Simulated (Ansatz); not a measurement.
BaH2:

```
Ba H
1.0
     4.46203    0.00000    0.00000
    -2.23101    3.86423    0.00000
     0.00000    0.00000    6.05529
Ba H
2 4
Direct
  0.33333 0.66667 0.25000
  0.66667 0.33333 0.75000
  0.00000 0.00000 0.00000
  0.00000 0.00000 0.50000
  0.66667 0.33333 0.25000
  0.33333 0.66667 0.75000
```

The cell comes from a database or a generator and needn't be the stable form of this composition.

```yaml
Program: Ansatz 0.2.0
Task: relaxation of cell and atoms
Functional: PBEsol
Dispersion: D4
Potentials_or_basis: Ansatz PAW
Cutoff: "420 eV (not typed: the program's choice for these potentials)"
k_mesh: 7 × 7 × 5
Occupations: fermi-dirac, width 0.05 eV
Spin: no spin polarisation
```

At the start: volume 17.40 Å³/atom.

Where does the relaxation end?

It ends after 6 steps and the volume is 15.61 Å³/atom (-10.3 %); space group P6_3/mmc (No. 194, to 0.05 Å).

The path:
```tsv
step	energy change (eV)	largest force (eV/Å)	volume (Å³)
1	0.0000	0.0000	104.41
2	-0.0829	0.0000	90.05
3	-0.1190	0.0000	94.49
4	-0.1205	0.0000	93.80
5	-0.1206	0.0000	93.67
6	-0.1173	0.0000	93.67
```

Final structure:
```xyz
6
Lattice="4.3498 0.0000 0.0000 -2.1749 3.7670 0.0000 0.0000 0.0000 5.7168" Properties=species:S:1:pos:R:3 pbc="T T T"
Ba    0.0000    2.5114    1.4292
Ba    2.1749    1.2557    4.2876
H     0.0000    0.0000    0.0000
H     0.0000    0.0000    2.8584
H     2.1749    1.2557    1.4292
H     0.0000    2.5114    4.2876
```

Caveat: the plane-wave basis is chosen anew once the cell has moved, so the energies of steps on either side of that aren't comparable; the PAW data sets come from PBE, with cores solved anew for the run's functional, which leaves a small shift of forces and pressure.
